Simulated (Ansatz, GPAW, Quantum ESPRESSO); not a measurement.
# HfN: 4 runs at one level of theory

```
CELL_PARAMETERS angstrom
0.00000 2.25600 2.25600
2.25600 0.00000 2.25600
2.25600 2.25600 0.00000
ATOMIC_POSITIONS crystal
Hf 0.00000 0.00000 0.00000
N 0.50000 0.50000 0.50000
```

Alike in all runs: task band structure; functional PBE; k mesh 10 × 10 × 10; occupations fermi-dirac, width 0.05 eV; no spin polarisation; no spin-orbit coupling. Pressure is positive in compression and, in plane waves, holds the error of the finite cutoff.

```csv
program and potentials,plane-wave cutoff (eV),notes,pressure (GPa)
"Quantum ESPRESSO, SSSP 1.3 efficiency PBE",816,-,5.78
"Quantum ESPRESSO, PseudoDojo 0.4.1 SR PBE standard",1143,-,5.93
"GPAW, GPAW PAW data sets (gpaw-data 1.2.1)",800,-,6.72
"Ansatz, all-electron LAPW, scalar-relativistic",-,-,6.66
```

The pressure spans 5.78 (Quantum ESPRESSO, SSSP 1.3 efficiency PBE) to 6.72 GPa (GPAW, GPAW PAW data sets (gpaw-data 1.2.1)), with all-electron results at 6.66.

The functional is the same throughout but for its coding, so the spread measures potentials, basis and numerics; runs on potential files found faulty are left out.

All four runs put HfN under compression in this cell, so the PBE equilibrium volume is larger than the one used. This fits the functional's usual tendency to underbind slightly and lengthen bonds in heavy transition-metal compounds. Rocksalt HfN is a stiff metal: strong Hf 5d–N 2p covalency adds to the ionic attraction, and the remaining valence electron occupies mainly Hf d states. In so incompressible a lattice, even a small mismatch in bond length produces a pressure of several GPa, and the differences between the runs likewise correspond to only minor shifts in equilibrium volume.

GPAW, at 6.72 GPa, lies close to the all-electron value of 6.66 GPa, while both Quantum ESPRESSO runs fall lower, possibly because of how their potentials represent the Hf semicore and 4f shells. The agreement between those two runs is therefore no proof of accuracy. Pressures at a single volume fix neither the equilibrium lattice constant nor the bulk modulus.
